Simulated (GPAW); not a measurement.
# KI (Fm-3m) in GPAW: settings compared, part 2 of 2

GPAW 26.7.0. The steps go on from the part before.

## Step 4: Equation of state, RPBE+D3(BJ)

The input, run.py:

```python
import spglib
from ase import Atoms
from ase.calculators.mixing import SumCalculator
from ase.eos import EquationOfState
from ase.io import Trajectory, read
from ase.units import GPa
from dftd3.ase import DFTD3
from gpaw import GPAW, PW

atoms = read('KI.cif')
cell, positions, numbers = spglib.find_primitive(
    (atoms.cell[:], atoms.get_scaled_positions(), atoms.numbers), symprec=1e-4)
atoms = Atoms(numbers, cell=cell, scaled_positions=positions, pbc=True)

traj = Trajectory('eos.traj', 'w')
volumes, energies = [], []
for x in [0.94, 0.96, 0.98, 1.0, 1.02, 1.04, 1.06]:
    a = atoms.copy()
    a.set_cell(atoms.cell * x**(1 / 3), scale_atoms=True)
    calc = GPAW(mode=PW(600),
                xc='RPBE',
                kpts={'size': (5, 5, 5), 'gamma': True},
                occupations={'name': 'fermi-dirac', 'width': 0.05},
                nbands=16,
                convergence={'density': 1e-05, 'energy': 1e-05},
                maxiter=150,
                txt=f'eos-{x:.2f}.txt')
    a.calc = SumCalculator([calc, DFTD3(method='rpbe', damping='d3bj')])
    energies.append(a.get_potential_energy())
    volumes.append(a.get_volume())
    p = -a.get_stress()[:3].mean() / GPa
    calc.write(f'eos-{x:.2f}.gpw')
    traj.write(a)
    print(f'{x:.2f} {volumes[-1]:10.4f} A^3 {energies[-1]:14.6f} eV {p:9.3f} GPa', flush=True)

v0, e0, B = EquationOfState(volumes, energies, eos='birchmurnaghan').fit()
print(f'V0 = {v0:.4f} A^3, E0 = {e0:.6f} eV, B0 = {B / GPa:.2f} GPa')
```

The input, KI.cif:

```cif
data_KI
_cell_length_a 7.06555000
_cell_length_b 7.06555000
_cell_length_c 7.06555000
_cell_angle_alpha 90.00000000
_cell_angle_beta 90.00000000
_cell_angle_gamma 90.00000000
_space_group_name_H-M_alt 'Fm-3m'
_space_group_name_Hall '-F 4 2 3'
_space_group_IT_number 225
loop_
_space_group_symop_operation_xyz
'x,y,z'
'-x,-y,-z'
'-y,x,z'
'y,-x,-z'
'-x,-y,z'
'x,y,-z'
'y,-x,z'
'-y,x,-z'
'x,-y,-z'
'-x,y,z'
'-y,-x,-z'
'y,x,z'
'-x,y,-z'
'x,-y,z'
'y,x,-z'
'-y,-x,z'
'z,x,y'
'-z,-x,-y'
'z,-y,x'
'-z,y,-x'
'z,-x,-y'
'-z,x,y'
'z,y,-x'
'-z,-y,x'
'-z,x,-y'
'z,-x,y'
'-z,-y,-x'
'z,y,x'
'-z,-x,y'
'z,x,-y'
'-z,y,x'
'z,-y,-x'
'y,z,x'
'-y,-z,-x'
'x,z,-y'
'-x,-z,y'
'-y,z,-x'
'y,-z,x'
'-x,z,y'
'x,-z,-y'
'-y,-z,x'
'y,z,-x'
'-x,-z,-y'
'x,z,y'
'y,-z,-x'
'-y,z,x'
'x,-z,y'
'-x,z,-y'
'x,y+1/2,z+1/2'
'-x,-y+1/2,-z+1/2'
'-y,x+1/2,z+1/2'
'y,-x+1/2,-z+1/2'
[... 63 lines left out ...]
'-z+1/2,y,-x+1/2'
'z+1/2,-x,-y+1/2'
'-z+1/2,x,y+1/2'
'z+1/2,y,-x+1/2'
'-z+1/2,-y,x+1/2'
'-z+1/2,x,-y+1/2'
'z+1/2,-x,y+1/2'
'-z+1/2,-y,-x+1/2'
'z+1/2,y,x+1/2'
'-z+1/2,-x,y+1/2'
'z+1/2,x,-y+1/2'
'-z+1/2,y,x+1/2'
'z+1/2,-y,-x+1/2'
'y+1/2,z,x+1/2'
'-y+1/2,-z,-x+1/2'
'x+1/2,z,-y+1/2'
'-x+1/2,-z,y+1/2'
'-y+1/2,z,-x+1/2'
'y+1/2,-z,x+1/2'
'-x+1/2,z,y+1/2'
'x+1/2,-z,-y+1/2'
'-y+1/2,-z,x+1/2'
'y+1/2,z,-x+1/2'
'-x+1/2,-z,-y+1/2'
'x+1/2,z,y+1/2'
'y+1/2,-z,-x+1/2'
'-y+1/2,z,x+1/2'
'x+1/2,-z,y+1/2'
'-x+1/2,z,-y+1/2'
'x+1/2,y+1/2,z'
'-x+1/2,-y+1/2,-z'
'-y+1/2,x+1/2,z'
'y+1/2,-x+1/2,-z'
'-x+1/2,-y+1/2,z'
'x+1/2,y+1/2,-z'
'y+1/2,-x+1/2,z'
'-y+1/2,x+1/2,-z'
'x+1/2,-y+1/2,-z'
'-x+1/2,y+1/2,z'
'-y+1/2,-x+1/2,-z'
'y+1/2,x+1/2,z'
'-x+1/2,y+1/2,-z'
'x+1/2,-y+1/2,z'
'y+1/2,x+1/2,-z'
'-y+1/2,-x+1/2,z'
'z+1/2,x+1/2,y'
'-z+1/2,-x+1/2,-y'
'z+1/2,-y+1/2,x'
'-z+1/2,y+1/2,-x'
'z+1/2,-x+1/2,-y'
'-z+1/2,x+1/2,y'
'z+1/2,y+1/2,-x'
'-z+1/2,-y+1/2,x'
'-z+1/2,x+1/2,-y'
'z+1/2,-x+1/2,y'
'-z+1/2,-y+1/2,-x'
'z+1/2,y+1/2,x'
'-z+1/2,-x+1/2,y'
'z+1/2,x+1/2,-y'
'-z+1/2,y+1/2,x'
'z+1/2,-y+1/2,-x'
'y+1/2,z+1/2,x'
'-y+1/2,-z+1/2,-x'
'x+1/2,z+1/2,-y'
'-x+1/2,-z+1/2,y'
'-y+1/2,z+1/2,-x'
'y+1/2,-z+1/2,x'
'-x+1/2,z+1/2,y'
'x+1/2,-z+1/2,-y'
'-y+1/2,-z+1/2,x'
'y+1/2,z+1/2,-x'
'-x+1/2,-z+1/2,-y'
'x+1/2,z+1/2,y'
'y+1/2,-z+1/2,-x'
'-y+1/2,z+1/2,x'
'x+1/2,-z+1/2,y'
'-x+1/2,z+1/2,-y'
loop_
_atom_site_label
_atom_site_type_symbol
_atom_site_symmetry_multiplicity
_atom_site_Wyckoff_symbol
_atom_site_fract_x
_atom_site_fract_y
_atom_site_fract_z
_atom_site_occupancy
I1 I 4 b 0.5000000000 0.0000000000 0.0000000000 1
K1 K 4 a 0.0000000000 0.0000000000 0.0000000000 1
```

Potentials or basis: the program's PAW data sets (release 1.2.1) made for this functional, pw.

On the command line:

```console
$ OMP_NUM_THREADS=1 python run.py
```

Standard output:

```text
__  _  _
 | _ |_)|_||  |
 |__||  | ||/\| - 26.7.0

Input parameters:
  mode=PW(ecut=600.0),
  convergence={'density': 1e-05, 'energy': 1e-05},
  kpts=MonkhorstPack(size=(5, 5, 5), gamma=True),
  maxiter=150,
  nbands=16,
  occupations=Occupations(name='fermi-dirac', width=0.05),
  xc=XC(name='RPBE')

Diagonalizing LCAO Hamiltonian
Converting LCAO to pw mode

                  I

       K

Atoms  # Å, Bohr magnetons
|   | symbol |        x |        y |        z |    initial magnetic moments |
|---|--------|----------|----------|----------|-----------------------------|
| 0 |      I | 3.460657 | 3.460657 | 3.460657 | ( 0.0000,  0.0000,  0.0000) |
| 1 |      K | 0.000000 | 0.000000 | 0.000000 | ( 0.0000,  0.0000,  0.0000) |

Unit cell  # Å
| periodic |        x |        y |        z |  lengths |    angles |
|----------|----------|----------|----------|----------|-----------|
|      yes | 0.000000 | 3.460657 | 3.460657 | 4.894109 | 60.000000 |
|      yes | 3.460657 | 0.000000 | 3.460657 | 4.894109 | 60.000000 |
|      yes | 3.460657 | 3.460657 | 0.000000 | 4.894109 | 60.000000 |

Number of symmetries: 48
Symmetry operations  # r_c * U_cc + t_c -> r_c
|    | kind |            matrix            |
|----|------|------------------------------|
|  0 |  σ   |  1, 0, 0,  1, 0,-1,  1,-1, 0 |
|  1 |  C2  |  1, 0, 0,  1,-1, 0,  1, 0,-1 |
|  2 |  E   |  1, 0, 0,  0, 1, 0,  0, 0, 1 |
|  3 |  σ   |  1, 0, 0,  0, 0, 1,  0, 1, 0 |
|  4 |  C4  |  1, 0,-1,  1, 0, 0,  1,-1, 0 |
|  5 |  S6  |  1, 0,-1,  1,-1, 0,  1, 0, 0 |
|  6 |  σ   |  1, 0,-1,  0, 1,-1,  0, 0,-1 |
|  7 |  C3  |  1, 0,-1,  0, 0,-1,  0, 1,-1 |
|  8 |  S6  |  1,-1, 0,  1, 0, 0,  1, 0,-1 |
|  9 |  C4  |  1,-1, 0,  1, 0,-1,  1, 0, 0 |
| 10 |  C3  |  1,-1, 0,  0,-1, 1,  0,-1, 0 |
| 11 |  σ   |  1,-1, 0,  0,-1, 0,  0,-1, 1 |
| 12 |  σ   |  0, 1, 0,  1, 0, 0,  0, 0, 1 |
| 13 |  C4  |  0, 1, 0,  0, 1,-1, -1, 1, 0 |
| 14 |  C3  |  0, 1, 0,  0, 0, 1,  1, 0, 0 |
| 15 |  S6  |  0, 1, 0, -1, 1, 0,  0, 1,-1 |
| 16 |  C2  |  0, 1,-1,  1, 0,-1,  0, 0,-1 |
| 17 |  σ   |  0, 1,-1,  0, 1, 0, -1, 1, 0 |
| 18 |  S4  |  0, 1,-1,  0, 0,-1,  1, 0,-1 |
| 19 |  C4  |  0, 1,-1, -1, 1, 0,  0, 1, 0 |
| 20 |  C3  |  0, 0, 1,  1, 0, 0,  0, 1, 0 |
| 21 |  σ   |  0, 0, 1,  0, 1, 0,  1, 0, 0 |
| 22 |  S6  |  0, 0, 1,  0,-1, 1, -1, 0, 1 |
| 23 |  C4  |  0, 0, 1, -1, 0, 1,  0,-1, 1 |
| 24 |  S4  |  0, 0,-1,  1, 0,-1,  0, 1,-1 |
| 25 |  C3  |  0, 0,-1,  0, 1,-1,  1, 0,-1 |
| 26 |  C2  |  0, 0,-1,  0,-1, 0, -1, 0, 0 |
| 27 |  S6  |  0, 0,-1, -1, 0, 0,  0,-1, 0 |
| 28 |  S4  |  0,-1, 1,  1,-1, 0,  0,-1, 0 |
| 29 |  C4  |  0,-1, 1,  0, 0, 1, -1, 0, 1 |
[... 90 lines left out ...]
    Z:       19.0
    valence: 9
    core:    10
    charge:  0.0  # [|e|]
    compensation charges:
      type: gauss
      rc: 0.35  # [Å]
      lmax: 2
    cutoffs:
      filter: 1.91  # [Å]
      core: 1.27  # [Å]
    projectors
    | kind |    occ | energy [eV] | rcut [Å] |
    |------|--------|-------------|----------|
    |   3s |  2.000 |     -35.407 |    1.122 |
    |   4s |  1.000 |      -2.277 |    1.122 |
    |   3p |  6.000 |     -18.838 |    1.106 |
    |    p |        |       8.374 |    1.106 |
    |    d |        |       0.000 |    0.937 |

    Using partial waves for K as LCAO basis

Reference energy: -209936.841747  # eV

eigensolver:
  PPCG
  Converge bands: occupied
  niter=2

density mixing:
  MSR1-Mixer
  Pratt-step length: 0.05
  Maximum mixing coefficient: 0.75
  Old densities: 10
  SVD Regularization: 0.005
  Good broyden scale: 1.0
  Trust region scale: 1.0
  Backstep threshold: 4.0
  History deletion threshold: 6.0
  Fourier metric: weight=20.0, sigma=0.015

occupation numbers:
  Fermi-Dirac:
    width: 0.0500  # eV

poisson solver:
  ecut: 4800.0  # eV

xc functional:
  name: RPBE with 2 nearest neighbor stencil

convergence criteria:
- Maximum integral of absolute [dens]ity change: 1e-05 electrons / valence electron
- Maximum [total energy] change in last 3 cyles: 1e-05 eV / valence electron
- Maximum integral of absolute [eigenst]ate change: 4e-08 eV^2 / valence electron
maximum number of iterations: 150

SCF iterations
|iter     | |      energy | eigst |  dens |
|---------|-|-------------|-------|-------|
|iter:   1| |   -5.343820 | -0.27 |       |
|iter:   2| |   -5.336689 | -2.27 | -1.35 |
|iter:   3| |   -5.288162 | -2.14 | -1.38 |
|iter:   4| |   -5.294907 | -3.22 | -1.75 |
|iter:   5| |   -5.297246 | -4.13 | -2.14 |
|iter:   6| |   -5.297389 | -5.31 | -2.92 |
|iter:   7| |   -5.297405c| -6.28 | -3.53 |
|iter:   8| |   -5.297407c| -6.93 | -4.00 |
|iter:   9| |   -5.297407c| -7.54c| -5.01c|

Converged in 9 steps
Energy contributions relative to reference atoms: (reference = -209936.841747)

Energy contributions:
  Kinetic:           9.269670
  Coulomb:          -7.702637
  Zero:             -0.719680
  External:          0.000000
  Xc:               -6.144759
  Entropy:           0.000000
  Spinorbit:         0.000000
  ----------------------------
  Free energy:      -5.297407
  Extrapolated:     -5.297407

dipole moment: (-25.277852, -25.277852, -25.277852)  # |e|*Ang

Fermi level: 2.891
Eigenvalues  # (at kpt = [0.000, 0.000, 0.000])
| band index |      eig [eV] | occ [0-2] |
|------------|---------------|-----------|
|          0 |       -27.494 |     2.000 |
|          1 |       -10.972 |     2.000 |
|          2 |       -10.972 |     2.000 |
|          3 |       -10.972 |     2.000 |
|          4 |        -9.541 |     2.000 |
|          5 |         0.982 |     2.000 |
[... 8 lines left out ...]
|         14 |        11.257 |     0.000 |
|         15 |        14.513 |     0.000 |

Gap: 4.439 eV
Transition (v -> c):
  (s=0, k=0, n=7, [0.00, 0.00, 0.00]) -> (s=0, k=0, n=8, [0.00, 0.00, 0.00])
No difference between direct/indirect transitions

Stress tensor  # eV/Ang^3
|         x |         y |         z |
|-----------|-----------|-----------|
| -0.017606 |  0.000000 | -0.000000 |
|  0.000000 | -0.017606 |  0.000000 |
| -0.000000 |  0.000000 | -0.017606 |

# Writing to eos-0.94.gpw (mode='')
```

Wall time 51 s (1 thread of Intel Xeon Platinum 8488C (Sapphire Rapids), shared host); peak memory 0.29 GiB.

What came out:

```
Equilibrium volume : outside the volumes run
```

Energy against volume, from the lowest point:
```
volume (Å³/atom)  energy (meV/atom)
          41.445               0.00
          42.327              23.61
          43.209              47.76
          44.091              72.03
          44.973              96.47
          45.854             120.98
          46.736             145.51
```

## Step 5: Equation of state, BEEF-vdW

Changes to run.py since step 4:

```diff
@@ -2,3 +2,2 @@
 from ase import Atoms
-from ase.calculators.mixing import SumCalculator
 from ase.eos import EquationOfState
@@ -6,3 +5,2 @@
 from ase.units import GPa
-from dftd3.ase import DFTD3
 from gpaw import GPAW, PW
@@ -20,3 +18,3 @@
     calc = GPAW(mode=PW(600),
-                xc='RPBE',
+                xc={'name': 'BEEF-vdW', 'backend': 'libvdwxc'},
                 kpts={'size': (5, 5, 5), 'gamma': True},
@@ -27,9 +25,8 @@
                 txt=f'eos-{x:.2f}.txt')
-    a.calc = SumCalculator([calc, DFTD3(method='rpbe', damping='d3bj')])
-    energies.append(a.get_potential_energy())
+    a.calc = calc
+    energies.append(a.get_potential_energy(force_consistent=True))
     volumes.append(a.get_volume())
-    p = -a.get_stress()[:3].mean() / GPa
     calc.write(f'eos-{x:.2f}.gpw')
     traj.write(a)
-    print(f'{x:.2f} {volumes[-1]:10.4f} A^3 {energies[-1]:14.6f} eV {p:9.3f} GPa', flush=True)
+    print(f'{x:.2f} {volumes[-1]:10.4f} A^3 {energies[-1]:14.6f} eV', flush=True)
```

KI.cif is that of step 4.

Potentials or basis: GPAW PAW data sets (gpaw-data 1.2.1), pw.

On the command line:

```console
$ OMP_NUM_THREADS=1 python run.py
```

Wall time 70 s (1 thread of Intel Xeon Platinum 8488C (Sapphire Rapids), shared host); peak memory 0.39 GiB.

Results (log left out):

```
Equilibrium volume : 47.65 Å³/atom (rough: see the caveat)
Bulk modulus       : 10.0 GPa (rough)
```

Energy against volume, from the lowest point:
```
volume (Å³/atom)  energy (meV/atom)
          41.445              33.08
          42.327              23.04
          43.209              15.26
          44.091               9.22
          44.973               4.69
          45.854               1.64
          46.736               0.00
```

Caveat: the minimum lies outside the volumes run; the PAW data sets were made with another functional, which shifts forces and pressure a little.

## Step 6: The runs side by side

```tsv
task	level	potentials or basis	spin	band path	band points	spin axis theta (degrees)	spin axis phi (degrees)	gap on the mesh (eV)	pressure (GPa)
band structure	LDA	the program's PAW data sets (release 1.2.1) made for this functional, pw	SOC, no magnetisation	GXWKGLUWLK,UX	80	0	0	3.23	-1.3
band structure	r4SCAN	GPAW PAW data sets (gpaw-data 1.2.1), pw	SOC, no magnetisation	GXWKGLUWLK,UX	60	90	45	4.20	0.1
equation of state	RPBE+D3(BJ)	the program's PAW data sets (release 1.2.1) made for this functional, pw	off	-	-	-	-	-	-
equation of state	BEEF-vdW	GPAW PAW data sets (gpaw-data 1.2.1), pw	off	-	-	-	-	-	-
```

Alike in all rows: cell as given; k mesh 5 × 5 × 5; cutoff (eV) 600; smearing fermi-dirac 0.05 eV.

Caveats: spin-orbit coupling was added after a scalar SCF, so levels and gaps hold it while energy, forces, pressure and moments don't (some runs); this program's spin-orbit splittings come out too wide for heavy elements (some runs); the PAW data sets were made with another functional, which shifts forces and pressure a little (some runs); the minimum lies outside the volumes run (some runs).

Absolute energies hang on the potentials; compare differences alone.

## Step 7: Comparison with measurements

Step 2. Measured gap of KI: 6.32 eV (a printed reference work, monograph). This calculation gives 3.24 eV (-3.08 eV). The value is that of LDA, without temperature or zero-point motion. Semilocal functionals fall short of measured gaps as a rule.

Step 3. A measured gap of KI is 6.32 eV (a printed reference work, monograph); the calculated 4.21 eV misses it by -2.11 eV. The value is that of r4SCAN, without temperature or zero-point motion.
